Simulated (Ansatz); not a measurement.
# Carbon, fcc under RPBE: ground state and equation of state, part 2 of 2

Aim: take carbon in the fcc structure, relax it, solve it on a dense k-mesh, then scale the cell to 7 volumes from 88 to 112 % of the relaxed one and try a fit of the equation of state. Spin polarisation is left out. The k-meshes are 18×18×18 for the relaxation; 28×28×28 for the dense run; 19×19×19 for the volumes.

Ansatz 0.2.0; DFT, RPBE, plane waves (420 eV) with PAW, scalar-relativistic. The steps go on from the part before.

## Step 4: Equation of state: 88 %

File input.yaml:

```yaml
crystal:
  lattice:
    - [0.0, 1.4876667495, 1.4876667495]
    - [1.4876667495, 0.0, 1.4876667495]
    - [1.4876667495, 1.4876667495, 0.0]
  atoms:
    - { symbol: C, position: [0.0, 0.0, 0.0] }
hamiltonian:
  xc: rpbe
  pseudopotentials:
    kind: paw
    azcp:
      C: "pseudopotentials/C.paw.azcp"
basis:
  ecutwfc: 420
  fft_grid_basis: typed
kpoints:
  mp_grid: { grid: [19, 19, 19], shift: [0, 0, 0] }
magnetization:
  spin_polarized: false
scf:
  occupations: { method: fermi_dirac, width: 0.1 }
  lower_state_search: "off"
output:
  stress: true
```

What it wrote (excerpt; [...] marks lines left out):

```text
Warning: RAYON_NUM_THREADS=2 ignored (pool sized by the plan → 2); use --threads N
[...]
Pseudopotentials: kind: paw
Pseudopotential: C, paw, valence charge 4, recommended cutoff 420 eV (normal), <dir>
Functional definition: RPBE
[...]
Crystal: 1 atoms, lattice volume = 6.585 Å³
Basis set: ecut = 420 eV, 137 PW (Γ)
Bands: 6, of which v1, the nominal top of the filled ones, is band 2 counted from 1 (1 counted from 0)
Symmetry: 48 space group operations
Space group: Fm-3m (ITA 225), of the structure as read, at distance tolerance 1.9e-5 Å
k-points: 220 of 6859
[...]
SCF iter   1: F=—  HF=-247.644790 eV  |F-HF|=—  |Δ(HF+E_count)|=         —  Δρ=5.39e-3  dr2=5.91e-4  ethr=1.77e-3  ⟨swp⟩=4.8  Hψ=10233  notcnv=0
[...]
SCF iter   6: F=-247.644851 eV  HF=-247.644851 eV  |F-HF|=2.29e-9  |Δ(HF+E_count)|=   5.01e-8  Δρ=1.35e-5  dr2=7.42e-9  ethr=5.10e-10  ⟨swp⟩=1.1  Hψ=3680  notcnv=0
[...]
SCF converged after 6 iterations
Free energy (F): -247.644851 eV
[...]
E sigma→0 (E₀):  -247.639763 eV
Entropy (-TS):   -0.010175 eV (-10.175 meV/atom)
Fermi energy:    12.356514 eV
[...]
--- Stress (GPa, compression-positive) ---
       22.984710       0.000000      -0.000000
        0.000000      22.984710      -0.000000
       -0.000000       0.000000      22.984710
  P = ⅓ Tr σ = 22.9847 GPa (229.847 kbar)
```

Run time: 0.42 s. Hardware: 2 threads of Arm Neoverse V2, shared host; peak memory 0.24 GiB.

## Step 5: Equation of state: 92 %

Changes to input.yaml since step 4:

```diff
@@ -2,5 +2,5 @@
   lattice:
-    - [0.0, 1.4876667495, 1.4876667495]
-    - [1.4876667495, 0.0, 1.4876667495]
-    - [1.4876667495, 1.4876667495, 0.0]
+    - [0.0, 1.5098740049, 1.5098740049]
+    - [1.5098740049, 0.0, 1.5098740049]
+    - [1.5098740049, 1.5098740049, 0.0]
   atoms:
```

What it wrote (excerpt; [...] marks lines left out):

```text
Warning: RAYON_NUM_THREADS=2 ignored (pool sized by the plan → 2); use --threads N
[...]
Pseudopotentials: kind: paw
Pseudopotential: C, paw, valence charge 4, recommended cutoff 420 eV (normal), <dir>
Functional definition: RPBE
[...]
Crystal: 1 atoms, lattice volume = 6.884 Å³
Basis set: ecut = 420 eV, 137 PW (Γ)
Bands: 6, of which v1, the nominal top of the filled ones, is band 2 counted from 1 (1 counted from 0)
Symmetry: 48 space group operations
Space group: Fm-3m (ITA 225), of the structure as read, at distance tolerance 1.9e-5 Å
k-points: 220 of 6859
[...]
SCF iter   1: F=—  HF=-247.678849 eV  |F-HF|=—  |Δ(HF+E_count)|=         —  Δρ=4.84e-3  dr2=4.58e-4  ethr=1.77e-3  ⟨swp⟩=4.9  Hψ=10220  notcnv=0
[...]
SCF iter   6: F=-247.678880 eV  HF=-247.678880 eV  |F-HF|=5.56e-10  |Δ(HF+E_count)|=   1.02e-9  Δρ=6.01e-6  dr2=1.58e-9  ethr=4.40e-10  ⟨swp⟩=1.0  Hψ=3671  notcnv=0
[...]
SCF converged after 6 iterations
Free energy (F): -247.678880 eV
[...]
E sigma→0 (E₀):  -247.673968 eV
Entropy (-TS):   -0.009824 eV (-9.824 meV/atom)
Fermi energy:    11.547630 eV
[...]
--- Stress (GPa, compression-positive) ---
       13.712981       0.000000       0.000000
        0.000000      13.712981      -0.000000
        0.000000      -0.000000      13.712981
  P = ⅓ Tr σ = 13.7130 GPa (137.130 kbar)
```

It took 0.89 s on 2 threads of Arm Neoverse V2, shared host; peak memory 0.24 GiB.

## Step 6: Equation of state: 96 %

Changes to input.yaml since step 5:

```diff
@@ -2,5 +2,5 @@
   lattice:
-    - [0.0, 1.5098740049, 1.5098740049]
-    - [1.5098740049, 0.0, 1.5098740049]
-    - [1.5098740049, 1.5098740049, 0.0]
+    - [0.0, 1.5314465481, 1.5314465481]
+    - [1.5314465481, 0.0, 1.5314465481]
+    - [1.5314465481, 1.5314465481, 0.0]
   atoms:
@@ -25 +25,5 @@
   stress: true
+  write_density: true
+  write_potential: true
+  elf: true
+  volumetric_format: npy
```

What it wrote (excerpt; [...] marks lines left out):

```text
Warning: RAYON_NUM_THREADS=2 ignored (pool sized by the plan → 2); use --threads N
[...]
Pseudopotentials: kind: paw
Pseudopotential: C, paw, valence charge 4, recommended cutoff 420 eV (normal), <dir>
Functional definition: RPBE
[...]
Crystal: 1 atoms, lattice volume = 7.183 Å³
Basis set: ecut = 420 eV, 137 PW (Γ)
Bands: 6, of which v1, the nominal top of the filled ones, is band 2 counted from 1 (1 counted from 0)
Symmetry: 48 space group operations
Space group: Fm-3m (ITA 225), of the structure as read, at distance tolerance 1.9e-5 Å
k-points: 220 of 6859
[...]
SCF iter   1: F=—  HF=-247.697064 eV  |F-HF|=—  |Δ(HF+E_count)|=         —  Δρ=4.38e-3  dr2=3.63e-4  ethr=1.77e-3  ⟨swp⟩=4.8  Hψ=10166  notcnv=0
[...]
SCF iter   6: F=-247.697052 eV  HF=-247.697052 eV  |F-HF|=9.44e-12  |Δ(HF+E_count)|=   1.61e-8  Δρ=1.10e-6  dr2=5.34e-11  ethr=1.31e-9  ⟨swp⟩=4.3  Hψ=5380  notcnv=0
[...]
SCF converged after 6 iterations
Free energy (F): -247.697052 eV
[...]
E sigma→0 (E₀):  -247.692126 eV
Entropy (-TS):   -0.009853 eV (-9.853 meV/atom)
Fermi energy:    10.799871 eV
[...]
--- Stress (GPa, compression-positive) ---
        6.006826      -0.000000       0.000000
        0.000000       6.006826      -0.000000
        0.000000      -0.000000       6.006826
  P = ⅓ Tr σ = 6.0068 GPa (60.068 kbar)
--- Band table (eV; the first three rows and the last of 220) ---
  k-point 0: bands = ["-8.2759", "18.9458", "18.9458", "18.9458", "40.9078", "40.9078"]
[...]
```

Wall time 0.57 s (2 threads of Arm Neoverse V2, shared host); peak memory 0.25 GiB.

The maps below are laid out on this run's own conventional cell (a, b, c = 3.063, 3.063, 3.063 Å).

Density in a lattice plane of the grid's cell (edges 3.06 and 3.06 Å, at 0.000 of the third edge), which holds C.

Values in e/Å³, 12 rows by 12 columns:
```
1.46 1.41 1.06 0.57 0.31 0.22 0.19 0.22 0.31 0.57 1.06 1.41
1.20 1.06 0.75 0.46 0.34 0.31 0.31 0.31 0.34 0.46 0.75 1.06
0.63 0.57 0.46 0.41 0.46 0.57 0.63 0.57 0.46 0.41 0.46 0.57
0.31 0.31 0.34 0.46 0.75 1.06 1.20 1.06 0.75 0.46 0.34 0.31
0.19 0.22 0.31 0.57 1.06 1.41 1.46 1.41 1.06 0.57 0.31 0.22
0.17 0.19 0.31 0.63 1.20 1.46 1.33 1.46 1.20 0.63 0.31 0.19
0.19 0.22 0.31 0.57 1.06 1.41 1.46 1.41 1.06 0.57 0.31 0.22
0.31 0.31 0.34 0.46 0.75 1.06 1.20 1.06 0.75 0.46 0.34 0.31
0.63 0.57 0.46 0.41 0.46 0.57 0.63 0.57 0.46 0.41 0.46 0.57
1.20 1.06 0.75 0.46 0.34 0.31 0.31 0.31 0.34 0.46 0.75 1.06
1.46 1.41 1.06 0.57 0.31 0.22 0.19 0.22 0.31 0.57 1.06 1.41
1.33 1.46 1.20 0.63 0.31 0.19 0.17 0.19 0.31 0.63 1.20 1.46
```
Columns run along the first of these edges and rows up along the second, over one cell in 12 and 12 even steps from the bottom left corner. Atoms in the plane (fractional): C at (0.00, 0.00), C at (0.50, 0.50).

ELF in the same plane.

Ten even steps from '0' (0.07) to '9' (0.78):
```
235899853100000135899853
568999752110001125799986
899998642222222224689999
999986433445554433468999
988754345788988754345788
554433468999999986433445
222224689999899998642222
001125799986568999752110
000135899853235899853100
000136999742024799963100
000135899853235899853100
001125799986568999752110
222224689999899998642222
554433468999999986433445
988754345788988754345788
999986433445554433468999
899998642222222224689999
568999752110001125799986
235899853100000135899853
024799963100000136999742
```
Columns run along the first of these edges and rows up along the second, over one cell in 24 and 20 even steps from the bottom left corner. Atoms in the plane (fractional): C at (0.00, 0.00), C at (0.50, 0.50).

Both are smooth fields of the valence electrons: close to the nuclei they are not physical.

Maxima of ELF outside the ion cores: 0.79 in the shell around C, 0.6 Å from C.

## Step 7: Equation of state: 100 %

Changes to input.yaml since step 6:

```diff
@@ -2,5 +2,5 @@
   lattice:
-    - [0.0, 1.5314465481, 1.5314465481]
-    - [1.5314465481, 0.0, 1.5314465481]
-    - [1.5314465481, 1.5314465481, 0.0]
+    - [0.0, 1.5524278752, 1.5524278752]
+    - [1.5524278752, 0.0, 1.5524278752]
+    - [1.5524278752, 1.5524278752, 0.0]
   atoms:
@@ -25,5 +25 @@
   stress: true
-  write_density: true
-  write_potential: true
-  elf: true
-  volumetric_format: npy
```

What it wrote (excerpt; [...] marks lines left out):

```text
Warning: RAYON_NUM_THREADS=2 ignored (pool sized by the plan → 2); use --threads N
[...]
Pseudopotentials: kind: paw
Pseudopotential: C, paw, valence charge 4, recommended cutoff 420 eV (normal), <dir>
Functional definition: RPBE
[...]
Crystal: 1 atoms, lattice volume = 7.483 Å³
Basis set: ecut = 420 eV, 137 PW (Γ)
Bands: 6, of which v1, the nominal top of the filled ones, is band 2 counted from 1 (1 counted from 0)
Symmetry: 48 space group operations
Space group: Fm-3m (ITA 225), of the structure as read, at distance tolerance 2.0e-5 Å
k-points: 220 of 6859
[...]
SCF iter   1: F=—  HF=-247.702269 eV  |F-HF|=—  |Δ(HF+E_count)|=         —  Δρ=3.99e-3  dr2=2.93e-4  ethr=1.77e-3  ⟨swp⟩=4.9  Hψ=10161  notcnv=0
[...]
SCF iter   6: F=-247.702243 eV  HF=-247.702243 eV  |F-HF|=2.27e-13  |Δ(HF+E_count)|=   1.92e-8  Δρ=6.92e-7  dr2=2.01e-11  ethr=1.49e-9  ⟨swp⟩=2.0  Hψ=4008  notcnv=0
[...]
SCF converged after 6 iterations
Free energy (F): -247.702243 eV
[...]
E sigma→0 (E₀):  -247.697052 eV
Entropy (-TS):   -0.010383 eV (-10.383 meV/atom)
Fermi energy:    10.118219 eV
[...]
--- Stress (GPa, compression-positive) ---
       -0.257183       0.000000      -0.000000
        0.000000      -0.257183       0.000000
       -0.000000      -0.000000      -0.257183
  P = ⅓ Tr σ = -0.2572 GPa (-2.572 kbar)
```

Run time: 0.43 s. Hardware: 2 threads of Arm Neoverse V2, shared host; peak memory 0.24 GiB.

## Step 8: Equation of state: 104 %

Changes to input.yaml since step 7:

```diff
@@ -2,5 +2,5 @@
   lattice:
-    - [0.0, 1.5524278752, 1.5524278752]
-    - [1.5524278752, 0.0, 1.5524278752]
-    - [1.5524278752, 1.5524278752, 0.0]
+    - [0.0, 1.5728569005, 1.5728569005]
+    - [1.5728569005, 0.0, 1.5728569005]
+    - [1.5728569005, 1.5728569005, 0.0]
   atoms:
```

What it wrote (excerpt; [...] marks lines left out):

```text
Warning: RAYON_NUM_THREADS=2 ignored (pool sized by the plan → 2); use --threads N
[...]
Pseudopotentials: kind: paw
Pseudopotential: C, paw, valence charge 4, recommended cutoff 420 eV (normal), <dir>
Functional definition: RPBE
[...]
Crystal: 1 atoms, lattice volume = 7.782 Å³
Basis set: ecut = 420 eV, 169 PW (Γ)
Bands: 6, of which v1, the nominal top of the filled ones, is band 2 counted from 1 (1 counted from 0)
Symmetry: 48 space group operations
Space group: Fm-3m (ITA 225), of the structure as read, at distance tolerance 2.0e-5 Å
k-points: 220 of 6859
[...]
SCF iter   1: F=—  HF=-247.696830 eV  |F-HF|=—  |Δ(HF+E_count)|=         —  Δρ=3.70e-3  dr2=2.55e-4  ethr=1.77e-3  ⟨swp⟩=4.9  Hψ=10097  notcnv=0
[...]
SCF iter   6: F=-247.696820 eV  HF=-247.696820 eV  |F-HF|=1.33e-10  |Δ(HF+E_count)|=   1.39e-9  Δρ=2.44e-6  dr2=3.09e-10  ethr=1.82e-10  ⟨swp⟩=1.0  Hψ=3718  notcnv=0
[...]
SCF converged after 6 iterations
Free energy (F): -247.696820 eV
[...]
E sigma→0 (E₀):  -247.691387 eV
Entropy (-TS):   -0.010866 eV (-10.866 meV/atom)
Fermi energy:    9.498215 eV
[...]
--- Stress (GPa, compression-positive) ---
       -5.379466      -0.000000       0.000000
        0.000000      -5.379466      -0.000000
        0.000000       0.000000      -5.379466
  P = ⅓ Tr σ = -5.3795 GPa (-53.795 kbar)
```

Wall time 0.49 s (2 threads of Arm Neoverse V2, shared host); peak memory 0.24 GiB.

## Step 9: Equation of state: 108 %

Changes to input.yaml since step 8:

```diff
@@ -2,5 +2,5 @@
   lattice:
-    - [0.0, 1.5728569005, 1.5728569005]
-    - [1.5728569005, 0.0, 1.5728569005]
-    - [1.5728569005, 1.5728569005, 0.0]
+    - [0.0, 1.5927685953, 1.5927685953]
+    - [1.5927685953, 0.0, 1.5927685953]
+    - [1.5927685953, 1.5927685953, 0.0]
   atoms:
@@ -25 +25,5 @@
   stress: true
+  write_density: true
+  write_potential: true
+  elf: true
+  volumetric_format: npy
```

What it wrote (excerpt; [...] marks lines left out):

```text
Warning: RAYON_NUM_THREADS=2 ignored (pool sized by the plan → 2); use --threads N
[...]
Pseudopotentials: kind: paw
Pseudopotential: C, paw, valence charge 4, recommended cutoff 420 eV (normal), <dir>
Functional definition: RPBE
[...]
Crystal: 1 atoms, lattice volume = 8.081 Å³
Basis set: ecut = 420 eV, 169 PW (Γ)
Bands: 6, of which v1, the nominal top of the filled ones, is band 2 counted from 1 (1 counted from 0)
Symmetry: 48 space group operations
Space group: Fm-3m (ITA 225), of the structure as read, at distance tolerance 2.0e-5 Å
k-points: 220 of 6859
[...]
SCF iter   1: F=—  HF=-247.682653 eV  |F-HF|=—  |Δ(HF+E_count)|=         —  Δρ=3.47e-3  dr2=2.34e-4  ethr=1.77e-3  ⟨swp⟩=5.0  Hψ=10104  notcnv=0
[...]
SCF iter   6: F=-247.682657 eV  HF=-247.682657 eV  |F-HF|=7.01e-11  |Δ(HF+E_count)|=   1.50e-9  Δρ=1.86e-6  dr2=1.91e-10  ethr=1.78e-10  ⟨swp⟩=3.5  Hψ=4937  notcnv=0
[...]
SCF converged after 6 iterations
Free energy (F): -247.682657 eV
[...]
E sigma→0 (E₀):  -247.677093 eV
Entropy (-TS):   -0.011129 eV (-11.129 meV/atom)
Fermi energy:    8.926834 eV
[...]
--- Stress (GPa, compression-positive) ---
       -9.639720       0.000000      -0.000000
        0.000000      -9.639720       0.000000
       -0.000000       0.000000      -9.639720
  P = ⅓ Tr σ = -9.6397 GPa (-96.397 kbar)
--- Band table (eV; the first three rows and the last of 220) ---
  k-point 0: bands = ["-8.6217", "16.1889", "16.1889", "16.1889", "37.0177", "37.5674"]
[...]
```

Run time: 0.65 s. Hardware: 2 threads of Arm Neoverse V2, shared host; peak memory 0.25 GiB.

## Step 10: Equation of state: 112 %

Changes to input.yaml since step 9:

```diff
@@ -2,5 +2,5 @@
   lattice:
-    - [0.0, 1.5927685953, 1.5927685953]
-    - [1.5927685953, 0.0, 1.5927685953]
-    - [1.5927685953, 1.5927685953, 0.0]
+    - [0.0, 1.6121945171, 1.6121945171]
+    - [1.6121945171, 0.0, 1.6121945171]
+    - [1.6121945171, 1.6121945171, 0.0]
   atoms:
```

What it wrote (excerpt; [...] marks lines left out):

```text
Warning: RAYON_NUM_THREADS=2 ignored (pool sized by the plan → 2); use --threads N
[...]
Pseudopotentials: kind: paw
Pseudopotential: C, paw, valence charge 4, recommended cutoff 420 eV (normal), <dir>
Functional definition: RPBE
[...]
Crystal: 1 atoms, lattice volume = 8.381 Å³
Basis set: ecut = 420 eV, 169 PW (Γ)
Bands: 6, of which v1, the nominal top of the filled ones, is band 2 counted from 1 (1 counted from 0)
Symmetry: 48 space group operations
Space group: Fm-3m (ITA 225), of the structure as read, at distance tolerance 2.0e-5 Å
k-points: 220 of 6859
[...]
SCF iter   1: F=—  HF=-247.661213 eV  |F-HF|=—  |Δ(HF+E_count)|=         —  Δρ=3.30e-3  dr2=2.30e-4  ethr=1.77e-3  ⟨swp⟩=5.0  Hψ=10081  notcnv=0
[...]
SCF iter   6: F=-247.661252 eV  HF=-247.661252 eV  |F-HF|=1.30e-9  |Δ(HF+E_count)|=   6.15e-9  Δρ=7.11e-6  dr2=2.99e-9  ethr=5.97e-10  ⟨swp⟩=4.3  Hψ=4917  notcnv=0
[...]
SCF converged after 6 iterations
Free energy (F): -247.661252 eV
[...]
E sigma→0 (E₀):  -247.655523 eV
Entropy (-TS):   -0.011458 eV (-11.458 meV/atom)
Fermi energy:    8.393006 eV
[...]
--- Stress (GPa, compression-positive) ---
      -13.170878       0.000000      -0.000000
        0.000000     -13.170878       0.000000
       -0.000000      -0.000000     -13.170878
  P = ⅓ Tr σ = -13.1709 GPa (-131.709 kbar)
--- Band table (eV; the first three rows and the last of 220) ---
  k-point 0: bands = ["-8.7212", "15.3943", "15.3943", "15.3943", "35.5066", "36.5934"]
[...]
```

Wall time 0.69 s (2 threads of Arm Neoverse V2, shared host); peak memory 0.25 GiB.

## Step 11: The equation of state

All volumes keep the relaxed shape and fractional coordinates.

```
V (Å³/atom)  E − E₀ (meV/atom)  P from the stress (GPa)  P from the fit (GPa)
      6.585               57.3                    22.98                 23.27
      6.884               23.1                    13.71                 13.70
      7.183                5.0                     6.01                  5.94
      7.483                0.1                    -0.26                 -0.37
      7.782                5.7                    -5.38                 -5.52
      8.081               20.0                    -9.64                 -9.73
      8.381               41.6                   -13.17                -13.17
```

A third-order Birch-Murnaghan fit gives V₀ = 7.463 Å³/atom, B₀ = 144 GPa and B₀′ = 4.1; it misses no point by more than 0.05 meV/atom.

## Step 12: Outcome

This closing draws on all 2 parts.

| quantity | value |
| --- | --- |
| space group (spins left aside) | Fm-3m (No. 225) |
| conventional cell | a = 3.105 Å |
| volume | 7.483 Å³/atom |
| shortest distance | 2.195 Å |
| gap on the mesh | none (levels filled in part) |
| relative to graphite | +4564 meV/atom |
| V₀, B₀, B₀′ | 7.463 Å³/atom, 144 GPa, 4.1 |

**Reading.** The relaxation enlarged the cell by 13.1 % in volume. It lies 4564 meV/atom above the element's reference form at the same level (graphite, from a run of its own). No gap shows: it is a metal or semimetal at this level. B₀ comes out at 144 GPa. Relaxation kept the symmetry; phonons were not checked.
